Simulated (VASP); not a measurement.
**GaN (strained rocksalt): one PBE single-point calculation in two programs**

```cif
data_structure
_symmetry_space_group_name_H-M 'P 1'
_symmetry_Int_Tables_number 1
_cell_length_a 2.9828
_cell_length_b 2.9828
_cell_length_c 3.0117
_cell_angle_alpha 59.679
_cell_angle_beta 59.679
_cell_angle_gamma 60.642
_cell_volume 18.94
loop_
_atom_site_label
_atom_site_type_symbol
_atom_site_fract_x
_atom_site_fract_y
_atom_site_fract_z
_atom_site_occupancy
Ga1 Ga 0.00000 0.00000 0.00000 1
N1 N 0.50000 0.50000 0.50000 1
```

Datasets and cutoffs are each program's own. VASP's cell holds 18 valence electrons and Ansatz's 18. Ansatz's stress includes a Pulay correction; VASP's doesn't.

Cutoffs: 520 eV in VASP, 420 eV in Ansatz. k meshes: 10×10×10 and 10×10×10.

```
                              VASP   Ansatz
gap between bands v and c  0.42 eV  0.44 eV
         least direct gap  2.65 eV  2.64 eV
                 pressure  6.7 GPa  5.9 GPa
```

Band v is the last that the valence electrons fill when counted band by band, and c is the next. Levels in eV from the top of v, Ansatz:

```json
{"point": "Γ", "v−1": "-0.47", "v": "-0.47", "c": "2.17", "c+1": "14.53"}
{"point": "X", "v−1": "-3.15", "v": "-2.87", "c": "0.63", "c+1": "7.87"}
{"point": "K", "v−1": "-5.69", "v": "-2.22", "c": "2.99", "c+1": "8.82"}
{"point": "L", "v−1": "-0.24", "v": "-0.15", "c": "4.65", "c+1": "8.87"}
{"point": "W", "v−1": "-5.36", "v": "-4.55", "c": "4.97", "c+1": "9.71"}
```

VASP:

```
point    v−1      v     c    c+1
    Γ  -0.47  -0.47  2.18  14.63
    X  -3.15  -2.87  0.62   7.88
    K  -5.69  -2.22  2.98   8.83
    L  -0.24  -0.15  4.65   8.86
    W  -5.36  -4.56  4.97   9.71
```
